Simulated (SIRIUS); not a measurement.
# BAs (F-43m) in SIRIUS: further runs, part 2 of 4

SIRIUS 7.12.0.

## Step 3: Equation of state, RPBE, 13.08 Å³/atom (volume scaled by 0.96)

File sirius.json:

```json
{
  "control": {
    "processing_unit": "cpu",
    "std_evp_solver_name": "lapack",
    "gen_evp_solver_name": "lapack",
    "verbosity": 2,
    "print_forces": false,
    "ortho_rf": true,
    "use_second_variation": true,
    "rmt_max": 3.0,
    "num_bands_to_print": 21,
    "save_wf": true
  },
  "parameters": {
    "electronic_structure_method": "full_potential_lapwlo",
    "xc_functionals": ["XC_GGA_X_RPBE", "XC_GGA_C_PBE"],
    "core_relativity": "dirac",
    "valence_relativity": "iora",
    "num_fv_states": 21,
    "smearing": "fermi_dirac",
    "smearing_width": 0.0018374661,
    "pw_cutoff": 21,
    "gk_cutoff": 4.09,
    "lmax_apw": 10,
    "lmax_rho": 8,
    "lmax_pot": 8,
    "num_mag_dims": 0,
    "auto_rmt": 0,
    "ngridk": [10, 10, 10],
    "shiftk": [0, 0, 0],
    "num_dft_iter": 80,
    "energy_tol": 1e-07,
    "density_tol": 1e-05,
    "use_symmetry": true
  },
  "settings": {"tol_ne": 1e-10},
  "iterative_solver": {"type": "exact"},
  "mixer": {"type": "anderson", "beta": 0.5, "max_history": 8},
  "unit_cell": {
    "lattice_vectors": [[0.0, 4.4526086295, 4.4526086295], [4.4526086295, 0.0, 4.4526086295], [4.4526086295, 4.4526086295, 0.0]],
    "atom_types": ["As", "B"],
    "atom_files": {"As": "As.json", "B": "B.json"},
    "atoms": {"As": [[0.75, 0.75, 0.75]], "B": [[0.0, 0.0, 0.0]]}
  }
}
```

File As.json:

```json
{
  "name": "arsenic",
  "symbol": "As",
  "number": 33,
  "mass": 74.9216,
  "rmin": 1e-06,
  "rmt": 2.18,
  "nrmt": 800,
  "rinf": 15.07,
  "core": "1s2s2p",
  "valence": [
    {"basis": [{"enu": 0.11, "dme": 0, "n": 0, "auto": 0}, {"enu": 0.11, "dme": 1, "n": 0, "auto": 0}]},
    {"l": 0, "n": 1, "basis": [{"enu": 0.0886, "dme": 0, "n": 0, "auto": 0}]},
    {"l": 1, "n": 2, "basis": [{"enu": 0.21, "dme": 0, "n": 0, "auto": 0}]},
    {"l": 2, "n": 3, "basis": [{"enu": 0.21, "dme": 0, "n": 0, "auto": 0}]},
    {"l": 3, "n": 4, "basis": [{"enu": 0.21, "dme": 0, "n": 0, "auto": 0}]}
  ],
  "lo": [
    {
      "l": 0,
      "basis": [{"enu": 0.0886, "dme": 0, "n": 0, "auto": 0}, {"enu": 0.0886, "dme": 1, "n": 0, "auto": 0}]
    },
    {
      "l": 0,
      "basis": [{"enu": 0.0886, "dme": 1, "n": 0, "auto": 0}, {"enu": 0.0886, "dme": 2, "n": 0, "auto": 0}]
    },
    {
      "l": 0,
      "basis": [{"enu": -6.5408, "dme": 0, "n": 3, "auto": 1}, {"enu": -6.5408, "dme": 1, "n": 3, "auto": 1}]
    },
    {
      "l": 0,
      "basis": [{"enu": 0.0886, "dme": 0, "n": 0, "auto": 0}, {"enu": 2.6136, "dme": 0, "n": 0, "auto": 0}]
    },
    {"l": 1, "basis": [{"enu": 0.21, "dme": 0, "n": 0, "auto": 0}, {"enu": 0.21, "dme": 1, "n": 0, "auto": 0}]},
    {
      "l": 1,
      "basis": [{"enu": -4.4909, "dme": 0, "n": 3, "auto": 1}, {"enu": -4.4909, "dme": 1, "n": 3, "auto": 1}]
    },
    {
      "l": 1,
      "basis": [{"enu": -4.4909, "dme": 1, "n": 3, "auto": 1}, {"enu": 0.21, "dme": 0, "n": 0, "auto": 0}]
    },
    {"l": 1, "basis": [{"enu": 0.21, "dme": 0, "n": 0, "auto": 0}, {"enu": 4.0817, "dme": 0, "n": 0, "auto": 0}]},
    {"l": 2, "basis": [{"enu": 0.21, "dme": 0, "n": 0, "auto": 0}, {"enu": 0.21, "dme": 1, "n": 0, "auto": 0}]},
    {
      "l": 2,
      "basis": [{"enu": -1.0985, "dme": 0, "n": 3, "auto": 1}, {"enu": -1.0985, "dme": 1, "n": 3, "auto": 1}]
    },
    {
      "l": 2,
      "basis": [{"enu": -1.0985, "dme": 1, "n": 3, "auto": 1}, {"enu": 0.21, "dme": 0, "n": 0, "auto": 0}]
    },
    {"l": 2, "basis": [{"enu": 0.21, "dme": 0, "n": 0, "auto": 0}, {"enu": 4.5867, "dme": 0, "n": 0, "auto": 0}]},
    {"l": 3, "basis": [{"enu": 0.21, "dme": 0, "n": 0, "auto": 0}, {"enu": 0.21, "dme": 1, "n": 0, "auto": 0}]},
    {"l": 3, "basis": [{"enu": 0.21, "dme": 0, "n": 0, "auto": 0}, {"enu": 3.8713, "dme": 0, "n": 0, "auto": 0}]}
  ],
  "free_atom": [... radial grid and density of the free atom, the start of the SCF ...]
}
```

File B.json:

```json
{
  "name": "boron",
  "symbol": "B",
  "number": 5,
  "mass": 10.811,
  "rmin": 1e-06,
  "rmt": 1.59,
  "nrmt": 800,
  "rinf": 17.81,
  "core": "",
  "valence": [
    {"basis": [{"enu": 0.11, "dme": 0, "n": 0, "auto": 0}, {"enu": 0.11, "dme": 1, "n": 0, "auto": 0}]},
    {"l": 0, "n": 1, "basis": [{"enu": 0.1559, "dme": 0, "n": 0, "auto": 0}]},
    {"l": 1, "n": 2, "basis": [{"enu": 0.21, "dme": 0, "n": 0, "auto": 0}]},
    {"l": 2, "n": 3, "basis": [{"enu": 0.21, "dme": 0, "n": 0, "auto": 0}]},
    {"l": 3, "n": 4, "basis": [{"enu": 0.21, "dme": 0, "n": 0, "auto": 0}]}
  ],
  "lo": [
    {
      "l": 0,
      "basis": [{"enu": 0.1559, "dme": 0, "n": 0, "auto": 0}, {"enu": 0.1559, "dme": 1, "n": 0, "auto": 0}]
    },
    {
      "l": 0,
      "basis": [{"enu": 0.1559, "dme": 1, "n": 0, "auto": 0}, {"enu": 0.1559, "dme": 2, "n": 0, "auto": 0}]
    },
    {
      "l": 0,
      "basis": [{"enu": -6.2164, "dme": 0, "n": 1, "auto": 1}, {"enu": -6.2164, "dme": 1, "n": 1, "auto": 1}]
    },
    {
      "l": 0,
      "basis": [{"enu": 0.1559, "dme": 0, "n": 0, "auto": 0}, {"enu": 4.9025, "dme": 0, "n": 0, "auto": 0}]
    },
    {"l": 1, "basis": [{"enu": 0.21, "dme": 0, "n": 0, "auto": 0}, {"enu": 0.21, "dme": 1, "n": 0, "auto": 0}]},
    {"l": 1, "basis": [{"enu": 0.21, "dme": 1, "n": 0, "auto": 0}, {"enu": 0.21, "dme": 2, "n": 0, "auto": 0}]},
    {"l": 1, "basis": [{"enu": 0.21, "dme": 0, "n": 0, "auto": 0}, {"enu": 5.6686, "dme": 0, "n": 0, "auto": 0}]},
    {"l": 2, "basis": [{"enu": 0.21, "dme": 0, "n": 0, "auto": 0}, {"enu": 0.21, "dme": 1, "n": 0, "auto": 0}]},
    {"l": 2, "basis": [{"enu": 0.21, "dme": 1, "n": 0, "auto": 0}, {"enu": 0.21, "dme": 2, "n": 0, "auto": 0}]},
    {"l": 2, "basis": [{"enu": 0.21, "dme": 0, "n": 0, "auto": 0}, {"enu": 6.3806, "dme": 0, "n": 0, "auto": 0}]},
    {"l": 3, "basis": [{"enu": 0.21, "dme": 0, "n": 0, "auto": 0}, {"enu": 0.21, "dme": 1, "n": 0, "auto": 0}]}
  ],
  "free_atom": [... radial grid and density of the free atom, the start of the SCF ...]
}
```

File sirius_start.json:

```json
{
  "control": {
    "processing_unit": "cpu",
    "std_evp_solver_name": "lapack",
    "gen_evp_solver_name": "lapack",
    "verbosity": 1,
    "print_forces": false,
    "ortho_rf": true,
    "use_second_variation": true,
    "rmt_max": 3.0,
    "num_bands_to_print": 21,
    "save_wf": false
  },
  "parameters": {
    "electronic_structure_method": "full_potential_lapwlo",
    "xc_functionals": ["XC_LDA_X", "XC_LDA_C_PW"],
    "core_relativity": "dirac",
    "valence_relativity": "iora",
    "num_fv_states": 21,
    "smearing": "fermi_dirac",
    "smearing_width": 0.0055123983,
    "pw_cutoff": 21,
    "gk_cutoff": 3.27,
    "lmax_apw": 10,
    "lmax_rho": 8,
    "lmax_pot": 8,
    "num_mag_dims": 0,
    "auto_rmt": 0,
    "ngridk": [4, 4, 4],
    "shiftk": [0, 0, 0],
    "num_dft_iter": 30,
    "energy_tol": 0.01,
    "density_tol": 0.05,
    "use_symmetry": true
  },
  "settings": {"tol_ne": 1e-10},
  "iterative_solver": {"type": "exact"},
  "mixer": {"type": "anderson", "beta": 0.5, "max_history": 8},
  "unit_cell": {
    "lattice_vectors": [[0.0, 4.4526086295, 4.4526086295], [4.4526086295, 0.0, 4.4526086295], [4.4526086295, 4.4526086295, 0.0]],
    "atom_types": ["As", "B"],
    "atom_files": {"As": "As.json", "B": "B.json"},
    "atoms": {"As": [[0.75, 0.75, 0.75]], "B": [[0.0, 0.0, 0.0]]}
  }
}
```

Potentials or basis: all-electron FP-LAPW, apw+lo standard.

Run with:

```bash
$ OMP_NUM_THREADS=1 sirius.scf --input=sirius_start.json --output=start.json
$ OMP_NUM_THREADS=1 sirius.scf --input=sirius.json --output=output.json --task=1
```

Run time: 46 s. Hardware: 1 thread of Arm Neoverse V1, shared host; peak memory 0.43 GiB.

It converged, with:

| Quantity | Value |
| --- | --- |
| Free energy | -62210.2938 eV |
| Band gap on the k mesh | 1.17 eV, indirect (least direct gap 3.34 eV) |
| All electrons inside the program's atomic spheres | As 31.10; B 3.51 (radii As 2.18, B 1.59 bohr) |

## Step 4: Equation of state, RPBE, 13.35 Å³/atom (volume scaled by 0.98)

Changes to sirius.json since step 3:

```diff
@@ -39,3 +39,3 @@
   "unit_cell": {
-    "lattice_vectors": [[0.0, 4.4526086295, 4.4526086295], [4.4526086295, 0.0, 4.4526086295], [4.4526086295, 4.4526086295, 0.0]],
+    "lattice_vectors": [[0.0, 4.4833172456, 4.4833172456], [4.4833172456, 0.0, 4.4833172456], [4.4833172456, 4.4833172456, 0.0]],
     "atom_types": ["As", "B"],
```

File As.json:

```json
{
  "name": "arsenic",
  "symbol": "As",
  "number": 33,
  "mass": 74.9216,
  "rmin": 1e-06,
  "rmt": 2.18,
  "nrmt": 800,
  "rinf": 15.07,
  "core": "1s2s2p",
  "valence": [
    {"basis": [{"enu": 0.1, "dme": 0, "n": 0, "auto": 0}, {"enu": 0.1, "dme": 1, "n": 0, "auto": 0}]},
    {"l": 0, "n": 1, "basis": [{"enu": 0.0786, "dme": 0, "n": 0, "auto": 0}]},
    {"l": 1, "n": 2, "basis": [{"enu": 0.2, "dme": 0, "n": 0, "auto": 0}]},
    {"l": 2, "n": 3, "basis": [{"enu": 0.2, "dme": 0, "n": 0, "auto": 0}]},
    {"l": 3, "n": 4, "basis": [{"enu": 0.2, "dme": 0, "n": 0, "auto": 0}]}
  ],
  "lo": [
    {
      "l": 0,
      "basis": [{"enu": 0.0786, "dme": 0, "n": 0, "auto": 0}, {"enu": 0.0786, "dme": 1, "n": 0, "auto": 0}]
    },
    {
      "l": 0,
      "basis": [{"enu": 0.0786, "dme": 1, "n": 0, "auto": 0}, {"enu": 0.0786, "dme": 2, "n": 0, "auto": 0}]
    },
    {
      "l": 0,
      "basis": [{"enu": -6.5508, "dme": 0, "n": 3, "auto": 1}, {"enu": -6.5508, "dme": 1, "n": 3, "auto": 1}]
    },
    {
      "l": 0,
      "basis": [{"enu": 0.0786, "dme": 0, "n": 0, "auto": 0}, {"enu": 2.6036, "dme": 0, "n": 0, "auto": 0}]
    },
    {"l": 1, "basis": [{"enu": 0.2, "dme": 0, "n": 0, "auto": 0}, {"enu": 0.2, "dme": 1, "n": 0, "auto": 0}]},
    {
      "l": 1,
      "basis": [{"enu": -4.5009, "dme": 0, "n": 3, "auto": 1}, {"enu": -4.5009, "dme": 1, "n": 3, "auto": 1}]
    },
    {"l": 1, "basis": [{"enu": -4.5009, "dme": 1, "n": 3, "auto": 1}, {"enu": 0.2, "dme": 0, "n": 0, "auto": 0}]},
    {"l": 1, "basis": [{"enu": 0.2, "dme": 0, "n": 0, "auto": 0}, {"enu": 4.0717, "dme": 0, "n": 0, "auto": 0}]},
    {"l": 2, "basis": [{"enu": 0.2, "dme": 0, "n": 0, "auto": 0}, {"enu": 0.2, "dme": 1, "n": 0, "auto": 0}]},
    {
      "l": 2,
      "basis": [{"enu": -1.1085, "dme": 0, "n": 3, "auto": 1}, {"enu": -1.1085, "dme": 1, "n": 3, "auto": 1}]
    },
    {"l": 2, "basis": [{"enu": -1.1085, "dme": 1, "n": 3, "auto": 1}, {"enu": 0.2, "dme": 0, "n": 0, "auto": 0}]},
    {"l": 2, "basis": [{"enu": 0.2, "dme": 0, "n": 0, "auto": 0}, {"enu": 4.5767, "dme": 0, "n": 0, "auto": 0}]},
    {"l": 3, "basis": [{"enu": 0.2, "dme": 0, "n": 0, "auto": 0}, {"enu": 0.2, "dme": 1, "n": 0, "auto": 0}]},
    {"l": 3, "basis": [{"enu": 0.2, "dme": 0, "n": 0, "auto": 0}, {"enu": 3.8613, "dme": 0, "n": 0, "auto": 0}]}
  ],
  "free_atom": [... radial grid and density of the free atom, the start of the SCF ...]
}
```

File B.json:

```json
{
  "name": "boron",
  "symbol": "B",
  "number": 5,
  "mass": 10.811,
  "rmin": 1e-06,
  "rmt": 1.59,
  "nrmt": 800,
  "rinf": 17.81,
  "core": "",
  "valence": [
    {"basis": [{"enu": 0.1, "dme": 0, "n": 0, "auto": 0}, {"enu": 0.1, "dme": 1, "n": 0, "auto": 0}]},
    {"l": 0, "n": 1, "basis": [{"enu": 0.1459, "dme": 0, "n": 0, "auto": 0}]},
    {"l": 1, "n": 2, "basis": [{"enu": 0.2, "dme": 0, "n": 0, "auto": 0}]},
    {"l": 2, "n": 3, "basis": [{"enu": 0.2, "dme": 0, "n": 0, "auto": 0}]},
    {"l": 3, "n": 4, "basis": [{"enu": 0.2, "dme": 0, "n": 0, "auto": 0}]}
  ],
  "lo": [
    {
      "l": 0,
      "basis": [{"enu": 0.1459, "dme": 0, "n": 0, "auto": 0}, {"enu": 0.1459, "dme": 1, "n": 0, "auto": 0}]
    },
    {
      "l": 0,
      "basis": [{"enu": 0.1459, "dme": 1, "n": 0, "auto": 0}, {"enu": 0.1459, "dme": 2, "n": 0, "auto": 0}]
    },
    {
      "l": 0,
      "basis": [{"enu": -6.2264, "dme": 0, "n": 1, "auto": 1}, {"enu": -6.2264, "dme": 1, "n": 1, "auto": 1}]
    },
    {
      "l": 0,
      "basis": [{"enu": 0.1459, "dme": 0, "n": 0, "auto": 0}, {"enu": 4.8925, "dme": 0, "n": 0, "auto": 0}]
    },
    {"l": 1, "basis": [{"enu": 0.2, "dme": 0, "n": 0, "auto": 0}, {"enu": 0.2, "dme": 1, "n": 0, "auto": 0}]},
    {"l": 1, "basis": [{"enu": 0.2, "dme": 1, "n": 0, "auto": 0}, {"enu": 0.2, "dme": 2, "n": 0, "auto": 0}]},
    {"l": 1, "basis": [{"enu": 0.2, "dme": 0, "n": 0, "auto": 0}, {"enu": 5.6586, "dme": 0, "n": 0, "auto": 0}]},
    {"l": 2, "basis": [{"enu": 0.2, "dme": 0, "n": 0, "auto": 0}, {"enu": 0.2, "dme": 1, "n": 0, "auto": 0}]},
    {"l": 2, "basis": [{"enu": 0.2, "dme": 1, "n": 0, "auto": 0}, {"enu": 0.2, "dme": 2, "n": 0, "auto": 0}]},
    {"l": 2, "basis": [{"enu": 0.2, "dme": 0, "n": 0, "auto": 0}, {"enu": 6.3706, "dme": 0, "n": 0, "auto": 0}]},
    {"l": 3, "basis": [{"enu": 0.2, "dme": 0, "n": 0, "auto": 0}, {"enu": 0.2, "dme": 1, "n": 0, "auto": 0}]}
  ],
  "free_atom": [... radial grid and density of the free atom, the start of the SCF ...]
}
```

Changes to sirius_start.json since step 3:

```diff
@@ -39,3 +39,3 @@
   "unit_cell": {
-    "lattice_vectors": [[0.0, 4.4526086295, 4.4526086295], [4.4526086295, 0.0, 4.4526086295], [4.4526086295, 4.4526086295, 0.0]],
+    "lattice_vectors": [[0.0, 4.4833172456, 4.4833172456], [4.4833172456, 0.0, 4.4833172456], [4.4833172456, 4.4833172456, 0.0]],
     "atom_types": ["As", "B"],
```

Run with:

```bash
$ OMP_NUM_THREADS=1 sirius.scf --input=sirius_start.json --output=start.json
$ OMP_NUM_THREADS=1 sirius.scf --input=sirius.json --output=output.json --task=1
```

Run time: 45 s. Hardware: 1 thread of Arm Neoverse V1, shared host; peak memory 0.44 GiB.

Results (log left out):

| Quantity | Value |
| --- | --- |
| Free energy | -62210.3285 eV |
| Band gap on the k mesh | 1.20 eV, indirect (least direct gap 3.31 eV) |
| All electrons inside the program's atomic spheres | As 31.08; B 3.49 (radii As 2.18, B 1.59 bohr) |

(Continued in part 3 of 4.)
